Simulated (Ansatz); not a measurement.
The system is NiO.

```
Ni O
1.0
     2.50462    0.00000    0.00000
     0.00000    2.50462    0.00000
     0.00000    0.00000    2.50462
Ni O
1 1
Direct
  0.00000 0.00000 0.00000
  0.50000 0.50000 0.50000
```

Measurements of this composition are mostly on another form, of space group No. 225.

Alike in all runs: program Ansatz 0.2.0; functional PBE; potentials or basis Ansatz PAW; cutoff 420 eV (not typed: the program's choice for these potentials); k mesh 9 × 9 × 9; occupations fermi-dirac, width 0.05 eV.

The same cell was started in several ways:

| start | free energy over the lowest (meV/atom) | net moment (μB) | site or absolute moments (μB) | gap |
| --- | --- | --- | --- | --- |
| collinear spin, ferromagnetic start of up to 2 μB; fixed moment 2 | 15.5 | 2.00 | Ni +1.47; O +0.54 | - |
| collinear spin, ferromagnetic start of up to 0.2 μB; fixed moment 0.2 | 0.0 | 0.20 | Ni +0.16; O +0.04 | - |
| collinear spin, ferromagnetic start of up to 1.5 μB; fixed moment 1.5 | 2.3 | 1.50 | Ni +1.13; O +0.38 | - |
| collinear spin, ferromagnetic start of up to 0.8 μB; fixed moment 0.8 | 0.2 | 0.80 | Ni +0.63; O +0.17 | - |
| collinear spin, ferromagnetic start of up to 1.2 μB; fixed moment 1.2 | 0.8 | 1.20 | Ni +0.92; O +0.29 | - |
| collinear spin, program default start; fixed moment 0 | 0.0 | 0.00 | - | - |
| collinear spin, ferromagnetic start of up to 1 μB; fixed moment 1 | 0.6 | 1.00 | Ni +0.78; O +0.23 | - |
| collinear spin, ferromagnetic start of up to 0.5 μB; fixed moment 0.5 | 0.1 | 0.50 | Ni +0.40; O +0.10 | - |

All polarised runs hold their moment fixed, so the table maps the energy against it. A still lower state may exist.

Caveats: the cell is far from rest, so the order of the states can change on relaxing; the total moment is fixed, so each spin has its own Fermi level; a cell with one magnetic atom can't hold antiferromagnetic order, which such compounds often take (some runs).
